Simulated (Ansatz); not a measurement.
# Stack of In2Se2 under antimonene, upper layer turned by 180° in a perpendicular field

What dipole does a perpendicular field induce in the stack of In2Se2 under antimonene, upper layer turned by 180°, and does the gap follow? A positive field points along +c.

Main program and level: Ansatz 0.2.0; plane-wave DFT, PBE-D3(BJ), Ansatz PAW.

## (1) Starting point

The cell holds 6 atoms: 2 Se, 2 In and 2 Sb. Its edges and angles: a = 4.127 Å, b = 4.127 Å, c = 50.643 Å, α = 90.0°, β = 90.0°, γ = 120.0°. Regions: layer 1: In2Se2, 4 atoms (2 Se and 2 In); layer 2: antimonene, 2 atoms (2 Sb). Vacuum lies along c.

## (2) Relaxing the slab

The starting cell is a guess, so the in-plane lattice and the atoms are relaxed first, with the slab cut off from its images along the normal.

The input, input.yaml:

```yaml
crystal:
  lattice:
    - [4.127, 0.0, 0.0]
    - [-2.0635, 3.5740868414, 0.0]
    - [0.0, 0.0, 50.642909466]
  atoms:
    - { symbol: Se, position: [0.3333333333, 0.6666666667, 0.4028204583] }
    - { symbol: In, position: [0.0, 0.0, 0.4255571996] }
    - { symbol: In, position: [0.0, 0.0, 0.4816361262] }
    - { symbol: Se, position: [0.3333333333, 0.6666666667, 0.5043728675] }
    - { symbol: Sb, position: [0.6666666667, 0.3333333333, 0.5645984752] }
    - { symbol: Sb, position: [0.0, 0.0, 0.5971795417] }
  periodic: [true, true, false]
kpoints:
  mp_grid: { grid: [12, 12, 1] }
hamiltonian:
  xc: pbe
  dispersion: d3bj
scf:
  occupations: { method: fermi_dirac, width: 0.05 }
  convergence: { dr2_threshold: 1.0e-09 }
relax:
  f_tol: 0.004
  max_steps: 90
  cell: {}
output:
  write_potential: true
  write_density: true
  volumetric_format: npy
```

The run is started by

```bash
ansatz run input.yaml --threads 4 --pin off --max-ram 8192MiB --backend cpu --events-out ev --progress --plain --runs-dir out
```

Numbers of over 12 decimals in the logs are rounded to 6 here.

Log:

```text
Warning: relax.cell: scf.convergence.dr2_threshold = 1e-9 eV is looser than the 1.52384413774e-10 eV advised for a relaxation that steers and ends on the stress (1e-10 eV for each atom of the cell: 6, times the square of relax.cell.stress_2d_tol = 0.05 N/m over 19.8 Å (the atoms' height at the walk's start and 5 Å past either face), 2.520e-2 GPa, over a crystal's default 0.05). What an SCF threshold leaves in a stress goes as its square root, and in the free energy as the threshold itself, and one threshold admits the most on a small cell: [figures from the program's tests cut] Set scf.convergence.dr2_threshold to 1.52384413774e-10 eV or tighter. [rest of the remark cut]
Engine: ansatz 0.2.0, x86_64-unknown-linux-gnu
Pseudopotentials: kind: paw
Pseudopotential: Se, paw, valence charge 16, recommended cutoff 420 eV (normal), Se.paw.azcp
Pseudopotential: In, paw, valence charge 13, recommended cutoff 420 eV (normal), In.paw.azcp
Pseudopotential: Sb, paw, valence charge 15, recommended cutoff 420 eV (normal), Sb.paw.azcp
Functional definition: PBE
  parameter kappa = 0.804
  parameter beta = 0.066725
  exchange = pbe_x(kappa = kappa, mu = beta*pi^2/3)
  correlation = pbe_c(beta = beta)
Crystal: 6 atoms, lattice volume = 746.996 Å³
Basis set: ecut = 420 eV, 14401 PW (Γ), exchange–correlation on 60×60×720 points (8 copies of the dense FFT grid, shifted against one another)
Bands: 53, of which v1, the nominal top of the filled ones, is band 44 counted from 1 (43 counted from 0)
Symmetry: 6 space group operations
Space group: P3m1 (ITA 156), of the structure as read, at distance tolerance 9.1e-5 Å
k-points: 19 of 144 (time reversal used)
Non-local potential: Se, projectors of the file, l = 0: 2, l = 1: 2, l = 2: 3, l = 3: 1
Non-local potential: In, projectors of the file, l = 0: 2, l = 1: 2, l = 2: 2, l = 3: 2
Non-local potential: Sb, projectors of the file, l = 0: 2, l = 1: 2, l = 2: 2, l = 3: 2
PAW form: soft (Blöchl's): semilocal exchange-correlation on the pseudo side does not see the compensation charge
PAW one-centre angular grid: Se, 590 points (default); XC on 64 Gauss nodes
PAW one-centre angular grid: In, 590 points (default); XC on 64 Gauss nodes
PAW one-centre angular grid: Sb, 590 points (default); XC on 64 Gauss nodes
Initial density: superposition of atomic densities (neutral atoms: chi_scale 0, normalization atom), corrected by the library's trained network
Initial wavefunctions: pseudopotential atomic-orbital guess
Functional: x = pbe(κ = 0.804, μ = 0.219515), c = pbe(β = 0.066725)
SCF iter   1: F=—  HF=-35106.358913 eV  |F-HF|=—  |Δ(HF+E_count)|=         —  Δρ=1.18e-3  dr2=3.07e-1  ethr=1.77e-3  ⟨swp⟩=16.1  Hψ=5765  notcnv=0  defer=6
preconditioner: auto → Resta (q_TF=auto, 1.910 Å⁻¹)  ε∞=1.6  [insulator: Δε(μ)=0.653 eV  Ē_g=12.224 eV  σ=0.050 eV  W_gap=0.99  n_scr=108 (ndim 8)  ℏωp=9.4 eV  f_vac=0.731  D(μ)=0.00/eV (n_scr^D=0)  ε∞_Penn≈1.6  vacuum switching on, ρ_ref=1.1e-2 e/Å³]
SCF iter   2: F=—  HF=-35106.533567 eV  |F-HF|=—  |Δ(HF+E_count)|=   1.75e-1  Δρ=3.61e-3  dr2=3.79e0  ethr=3.49e-4  ⟨swp⟩=5.7  Hψ=2187  notcnv=0  defer=34  recentre
preconditioner: auto → LDOS  [insulator: Δε(μ)=0.158 eV  Ē_g=12.525 eV  σ=0.050 eV  W_gap=0.62  n_scr=108 (ndim 8)  ℏωp=9.4 eV  f_vac=0.731  D(μ)=0.74/eV (n_scr^D=6)  ε∞_Penn≈1.6  β→1.0]
SCF iter   3: F=—  HF=-35106.334631 eV  |F-HF|=—  |Δ(HF+E_count)|=   1.99e-1  Δρ=6.30e-4  dr2=1.17e-1  ethr=3.49e-4  ⟨swp⟩=4.5  Hψ=1693  notcnv=0  defer=35
SCF iter   4: F=—  HF=-35106.325084 eV  |F-HF|=—  |Δ(HF+E_count)|=   9.55e-3  Δρ=4.26e-4  dr2=1.20e-2  ethr=1.33e-4  ⟨swp⟩=3.2  Hψ=1491  notcnv=0  defer=37
SCF iter   5: F=—  HF=-35106.323523 eV  |F-HF|=—  |Δ(HF+E_count)|=   1.56e-3  Δρ=2.23e-4  dr2=5.62e-4  ethr=1.37e-5  ⟨swp⟩=2.6  Hψ=1456  notcnv=0  defer=37
SCF iter   6: F=—  HF=-35106.323536 eV  |F-HF|=—  |Δ(HF+E_count)|=   1.37e-5  Δρ=1.18e-4  dr2=2.67e-4  ethr=6.39e-7  ⟨swp⟩=2.9  Hψ=1520  notcnv=0  defer=37
SCF iter   7: F=—  HF=-35106.323561 eV  |F-HF|=—  |Δ(HF+E_count)|=   2.46e-5  Δρ=6.95e-5  dr2=2.67e-4  ethr=3.03e-7  ⟨swp⟩=2.8  Hψ=1647  notcnv=0  defer=37
SCF iter   8: F=—  HF=-35106.323541 eV  |F-HF|=—  |Δ(HF+E_count)|=   2.00e-5  Δρ=3.40e-5  dr2=3.86e-5  ethr=3.03e-7  ⟨swp⟩=1.8  Hψ=1056  notcnv=0  defer=37
SCF iter   9: F=—  HF=-35106.323538 eV  |F-HF|=—  |Δ(HF+E_count)|=   2.81e-6  Δρ=1.39e-5  dr2=5.07e-6  ethr=4.38e-8  ⟨swp⟩=2.6  Hψ=1333  notcnv=0  defer=37
SCF iter  10: F=—  HF=-35106.323563 eV  |F-HF|=—  |Δ(HF+E_count)|=   2.52e-5  Δρ=4.03e-6  dr2=1.85e-7  ethr=5.76e-9  ⟨swp⟩=2.4  Hψ=1606  notcnv=0  defer=37
SCF iter  11: F=—  HF=-35106.323563 eV  |F-HF|=—  |Δ(HF+E_count)|=   2.51e-8  Δρ=1.33e-6  dr2=2.28e-8  ethr=2.10e-10  ⟨swp⟩=3.0  Hψ=1819  notcnv=0  defer=37
SCF iter  12: F=—  HF=-35106.323563 eV  |F-HF|=—  |Δ(HF+E_count)|=   3.03e-9  Δρ=5.41e-7  dr2=3.81e-9  ethr=2.59e-11  ⟨swp⟩=3.0  Hψ=1728  notcnv=0  defer=37
SCF iter  13: F=-35106.323563 eV  HF=-35106.323563 eV  |F-HF|=1.46e-11  |Δ(HF+E_count)|=   1.56e-9  Δρ=1.44e-7  dr2=4.36e-10  ethr=1.14e-12  ⟨swp⟩=11.3  Hψ=6843  notcnv=0
SCF 1 converged in 13 iterations: F = -35106.323563 eV  dr2 = 4.36e-10
  greatest PAW one-centre occupation: 1.000 electrons in one spin orbital (limit 2), on the Se atom at site 3 (counted from 0), in its partial waves of l = 2
relax step   1: F+E_penalty+E_count = -35106.32356337 eV  Δ(F+E_penalty+E_count) = +0.000e0 eV  max|allowed force component| = 6.358e-1 eV/Å  Δτ_max = 0.0000 Å  P = -0.326 N/m  Ω = 746.996 Å³  fix = [c, alpha, beta]  reactions: c +0.000 N/m  (13 SCF iters, accepted)
Crystal: 6 atoms, lattice volume = 732.596 Å³
Basis set: ecut = 420 eV, 14245 PW (Γ), exchange–correlation on 60×60×720 points (8 copies of the dense FFT grid, shifted against one another)
Initial density: handed on by an earlier stage of this run
Initial wavefunctions: those handed on with the density
iter 1 solved again at ethr=1.23e-4 eV; its pass at ethr=3.10e-3 eV (dr2=1.09e-1 eV) is discarded
SCF iter   1: F=—  HF=-35106.330313 eV  |F-HF|=—  |Δ(HF+E_count)|=         —  Δρ=2.90e-3  dr2=1.09e-1  ethr=1.23e-4  ⟨swp⟩=4.1  Hψ=5801  notcnv=0
preconditioner: auto → Resta (q_TF=auto, 1.916 Å⁻¹)  ε∞=1.6  [insulator: Δε(μ)=0.813 eV  Ē_g=12.302 eV  σ=0.050 eV  W_gap=1.00  n_scr=96 (ndim 8)  ℏωp=9.5 eV  f_vac=0.731  D(μ)=0.00/eV (n_scr^D=0)  ε∞_Penn≈1.6  vacuum switching on, ρ_ref=1.1e-2 e/Å³]
SCF iter   2: F=—  HF=-35106.317370 eV  |F-HF|=—  |Δ(HF+E_count)|=   1.29e-2  Δρ=1.71e-3  dr2=1.13e-1  ethr=1.23e-4  ⟨swp⟩=5.1  Hψ=2047  notcnv=0  defer=5
[...]
SCF iter  10: F=—  HF=-35106.393622 eV  |F-HF|=—  |Δ(HF+E_count)|=   3.42e-8  Δρ=1.35e-6  dr2=1.46e-8  ethr=5.14e-10  ⟨swp⟩=2.8  Hψ=1783  notcnv=0  defer=18
SCF iter  11: F=—  HF=-35106.393622 eV  |F-HF|=—  |Δ(HF+E_count)|=   1.51e-8  Δρ=5.06e-7  dr2=1.79e-9  ethr=1.66e-11  ⟨swp⟩=3.1  Hψ=1938  notcnv=0  defer=18
SCF iter  12: F=-35106.393622 eV  HF=-35106.393622 eV  |F-HF|=9.46e-10  |Δ(HF+E_count)|=   2.32e-9  Δρ=1.67e-7  dr2=8.59e-10  ethr=1.14e-12  ⟨swp⟩=11.0  Hψ=6823  notcnv=0
SCF 3 converged in 12 iterations: F = -35106.393622 eV  dr2 = 8.59e-10
relax step   3: F+E_penalty+E_count = -35106.39362196 eV  Δ(F+E_penalty+E_count) = -7.006e-2 eV  max|allowed force component| = 1.030e-1 eV/Å  Δτ_max = 0.0954 Å  P = -0.805 N/m  Ω = 739.103 Å³  energy of the carried Pulay correction = +3.599e-4 eV  fix = [c, alpha, beta]  reactions: c -0.000 N/m  (12 SCF iters, accepted)
[...]
relax step   4: F+E_penalty+E_count = -35106.40636541 eV  Δ(F+E_penalty+E_count) = -1.274e-2 eV  max|allowed force component| = 9.940e-2 eV/Å  Δτ_max = 0.0961 Å  P = -0.229 N/m  Ω = 730.471 Å³  energy of the carried Pulay correction = +7.579e-4 eV  fix = [c, alpha, beta]  reactions: c -0.000 N/m  (11 SCF iters, accepted)
[...]
relax step   5: F+E_penalty+E_count = -35106.40720731 eV  Δ(F+E_penalty+E_count) = -8.419e-4 eV  max|allowed force component| = 2.923e-2 eV/Å  Δτ_max = 0.0257 Å  P = -0.018 N/m  Ω = 730.349 Å³  energy of the carried Pulay correction = +7.636e-4 eV  fix = [c, alpha, beta]  reactions: c -0.000 N/m  (10 SCF iters, accepted)
[...]
relax step   6: F+E_penalty+E_count = -35106.40727567 eV  Δ(F+E_penalty+E_count) = -6.837e-5 eV  max|allowed force component| = 2.601e-4 eV/Å  Δτ_max = 0.0029 Å  P = -0.007 N/m  Ω = 730.063 Å³  energy of the carried Pulay correction = +7.768e-4 eV  fix = [c, alpha, beta]  reactions: c -0.000 N/m  (8 SCF iters, accepted)
Initial wavefunctions: pseudopotential atomic-orbital guess (no wavefunctions were taken with the density)
iter 1 solved again at ethr=5.08e-7 eV; its pass at ethr=3.10e-3 eV (dr2=4.47e-4 eV) is discarded
SCF iter   1: F=—  HF=-35106.406456 eV  |F-HF|=—  |Δ(HF+E_count)|=         —  Δρ=1.51e-5  dr2=2.95e-7  ethr=5.08e-7  ⟨swp⟩=5.1  Hψ=9409  notcnv=0
eigensolver tolerance schedule: the retry pair's looser diagonalisation over-reported the residual by 1515.68 of it (diagonalisation noise at 0.33 of the residual, at the tolerance the schedule requests for it); recorded, not acted on — ethr = c·dr2/N_el stays at c = 1.0e-1
preconditioner: auto → Resta (q_TF=auto, 1.918 Å⁻¹)  ε∞=1.6  [insulator: Δε(μ)=0.761 eV  Ē_g=12.394 eV  σ=0.050 eV  W_gap=1.00  n_scr=96 (ndim 8)  ℏωp=9.5 eV  f_vac=0.733  D(μ)=0.00/eV (n_scr^D=0)  ε∞_Penn≈1.6  vacuum switching on, ρ_ref=1.1e-2 e/Å³]
SCF iter   2: F=—  HF=-35106.406479 eV  |F-HF|=—  |Δ(HF+E_count)|=   2.27e-5  Δρ=7.21e-6  dr2=1.00e-7  ethr=3.35e-10  ⟨swp⟩=4.6  Hψ=2920  notcnv=0
SCF iter   3: F=—  HF=-35106.406479 eV  |F-HF|=—  |Δ(HF+E_count)|=   1.61e-7  Δρ=2.89e-6  dr2=1.03e-6  ethr=1.14e-10  ⟨swp⟩=2.7  Hψ=1692  notcnv=0  recentre
SCF iter   4: F=—  HF=-35106.406479 eV  |F-HF|=—  |Δ(HF+E_count)|=   6.47e-8  Δρ=2.02e-6  dr2=1.20e-7  ethr=1.14e-10  ⟨swp⟩=3.3  Hψ=1589  notcnv=0
SCF iter   5: F=—  HF=-35106.406479 eV  |F-HF|=—  |Δ(HF+E_count)|=  3.71e-10  Δρ=5.33e-7  dr2=1.47e-9  ethr=1.14e-10  ⟨swp⟩=1.7  Hψ=1053  notcnv=0
SCF iter   6: F=-35106.406479 eV  HF=-35106.406479 eV  |F-HF|=9.31e-10  |Δ(HF+E_count)|=  2.33e-10  Δρ=1.86e-7  dr2=5.58e-10  ethr=1.14e-12  ⟨swp⟩=17.1  Hψ=7553  notcnv=0
SCF 7 converged in 6 iterations: F = -35106.406479 eV  dr2 = 5.58e-10
relax step   7: F+E_penalty+E_count = -35106.40647871 eV  Δ(F+E_penalty+E_count) = +7.970e-4 eV  max|allowed force component| = 3.387e-4 eV/Å  Δτ_max = 0.0000 Å  P = -0.006 N/m  Ω = 730.063 Å³  fix = [c, alpha, beta]  reactions: c -0.000 N/m  stress off target by 5.82e-3 N/m on what of the cell is left free  SCF on the basis re-selected at this cell (its energy is not comparable with the rows above)  (6 SCF iters)
basis re-selected at this cell: Δ(F+E_penalty+E_count) = +7.970e-4 eV, ΔP = +0.001 N/m vs the last step (what re-selecting the basis moved, of the pressure what is left beyond the Pulay correction that the steps carried, after the strain that the cell walked since its last selection, with what the two solves' SCF thresholds leave and, on support functions, any second-order correction that the steps lacked; it is no m [...]
WARN: The output density's exchange-correlation potential varies sharply where the density is thin. Do not read a vacuum level from v_tot or v_xc, or from such a field of the output density. On a cell that repeats whose density bears no net charge and no dipole along the vacuum's axis use v_es (v_loc + v_h of the components); under efield.dipole_correction with no amplitude use v_es + v_field, which holds any externa [...]
SCF converged after 6 iterations
Free energy (F): -35106.406479 eV
Harris-Foulkes:  -35106.406479 eV  (|F-HF|=9.31e-10)
Internal energy: -35106.406457 eV  (E = F + TS)
E sigma→0 (E₀):  -35106.406468 eV
Entropy (-TS):   -0.000021 eV (-0.004 meV/atom)
Fermi energy:    -4.427953 eV
--- Per-component energies (eV) ---
  E_band       = -2394.740043
  E_kinetic    = 1135.102290
  E_local      = -429888.922400  (includes V_loc(G=0)·N_el)
  E_nonlocal   = 267.228178
  E_hartree    = 213917.468328
  E_xc         = -914.728302
  E_vxc        = -585.651880  (∫ρ·V_xc dr)
  E_paw        = -21282.965827  (= ΣΔE_a)
  E_vpaw       = -1157.439422  (= ΣTr[D̂ρ^β])
  E_aug_tail   = -0.001161  (compensation charges beyond the density's cutoff)
  E_ewald      = 201662.113286
  E_disp       = -1.700849  (pairwise vdW)
  E_smearing   = -0.000021  (= −TS)
  E_closure    = 0.000000  (closes the sum)
  Σ components = -35106.406479   (vs F -35106.406479, Δ=0.00e0)
--- Forces (eV/Å), atoms counted from 1 ---
  atom   1  Se    -0.00000000     0.00000000     0.00009722
  atom   2  In     0.00000000    -0.00000000     0.00001107
  atom   3  In     0.00000000    -0.00000000    -0.00033879
  atom   4  Se    -0.00000000     0.00000000     0.00027547
  atom   5  Sb     0.00000000    -0.00000000    -0.00013343
  atom   6  Sb    -0.00000000     0.00000000     0.00008781
  max |Σ_I F_I| component: 6.51e-7 eV/Å
--- 2D stress c σ (N/m, compression-positive) ---
       -0.005818       0.000000       0.000000
       -0.000000      -0.005818      -0.000000
        0.000000      -0.000000      -0.000000
  P = ½ c Tr σ = -0.0058 N/m
--- Band table (eV; the first three rows and the last of 19) ---
  k-point 0: bands = [... 40 lower, -6.3574, -5.1730, -4.8659, -4.8659, -4.1044, -3.3521, -2.6263, -2.1061, ... 5 higher]
  k-point 1: bands = [... 40 lower, -6.2269, -5.5916, -5.0354, -4.9681, -3.8303, -2.9627, -2.4951, -2.0121, ... 5 higher]
  k-point 2: bands = [... 40 lower, -6.6700, -6.0458, -5.4123, -4.9354, -3.6450, -2.8130, -2.4614, -1.7299, ... 5 higher]
  k-point 18: bands = [... 40 lower, -7.2200, -7.1832, -6.6837, -6.6180, -3.2975, -3.2917, -3.0374, -1.7210, ... 5 higher]
  the weakly bound empty levels are not read free of the cell's end (no_gap_told)
--- Relaxed structure (6 steps of the walk, 5 accepted, 1 SCFs on fresh bases) ---
  F+E_penalty+E_count = -35106.40647871 eV   max|allowed force component| = 3.387e-4 eV/Å   (the final SCF, on the basis selected at the relaxed cell)
  cell:  # Å, volume = 730.0630 Å³
    - [4.079956, -3.481924792830003e-18, 0]
    - [-2.039978, 3.533346, 0]
    - [0, 0, 50.642909466]
  atoms:
    - { symbol: Se, position: [0.333333, 0.666667, 0.402362] }
    - { symbol: In, position: [-1.2335811384544455e-17, -2.775557561562892e-17, 0.427291] }
    - { symbol: In, position: [-1.2335811384544455e-17, -2.775557561562892e-17, 0.482651] }
    - { symbol: Se, position: [0.333333, 0.666667, 0.507763] }
    - { symbol: Sb, position: [0.666667, 0.333333, 0.561893] }
    - { symbol: Sb, position: [-1.2335811384544455e-17, -2.775557561562892e-17, 0.594205] }
```

It took 4.9 min on 4 threads of Intel Xeon at 2.50GHz (Skylake/Cascade Lake), shared host; peak memory 1.6 GiB.

The steps of the relaxation:

```
step  energy less that of the first step (eV)  largest force component (eV/Å)  volume (Å³)
   1                                   0.0000                          0.6358       747.00
   2                                   0.0186                          1.2680       732.60
   3                                  -0.0701                          0.1030       739.10
   4                                  -0.0828                          0.0994       730.47
   5                                  -0.0836                          0.0292       730.35
   6                                  -0.0837                          0.0003       730.06
  7*                                  -0.0829                          0.0003       730.06
```

Relaxation steps marked * repeat the geometry before them on a plane-wave basis chosen anew for their cell, so energy and pressure can jump there. Relaxation step 2 was tried and not accepted.

The run keeps the 6 symmetry operations that it works with, so distortions that break them were not tested.

```
cell as run  before  after  change
      a (Å)   4.127  4.080  -1.1 %
      b (Å)   4.127  4.080  -1.1 %
```

The atoms that moved most (Å, along periodic axes as changes of fractional coordinates times the final cell, across vacuum about the mean position):

```
atom     dx     dy      dz  length
 Se4  0.000  0.000   0.172   0.172
 Sb6  0.000  0.000  -0.151   0.151
 Sb5  0.000  0.000  -0.137   0.137
 In2  0.000  0.000   0.088   0.088
 In3  0.000  0.000   0.051   0.051
 Se1  0.000  0.000  -0.023   0.023
```

The relaxed structure:

```xyz
6
Lattice="4.0800 0.0000 0.0000 -2.0400 3.5333 0.0000 0.0000 0.0000 50.6429" Properties=species:S:1:pos:R:3
Se    0.0000    2.3556   20.3768
In    0.0000    0.0000   21.6392
In    0.0000    0.0000   24.4428
Se    0.0000    2.3556   25.7146
Sb    2.0400    1.1778   28.4559
Sb    0.0000    0.0000   30.0923
```

The lattice constant a goes from 4.127 to 4.080 Å.

[end of part 1 of 3]

[Logs are printed without paths, hosts, clocks, repeated set-up lines and the standing remarks that a program may print on its own settings, such as how far it seeks lower states.]

[Hosts, paths, dates, database ids (printed as entryN), source tags and the programs' standing remarks are cut or masked in the printed files.]

[Maps of the electrostatic potential energy from Ansatz leave out the sawtooth potential of an applied field or a dipole correction, so their vacuum need not be flat; planar profiles and work functions include it.]
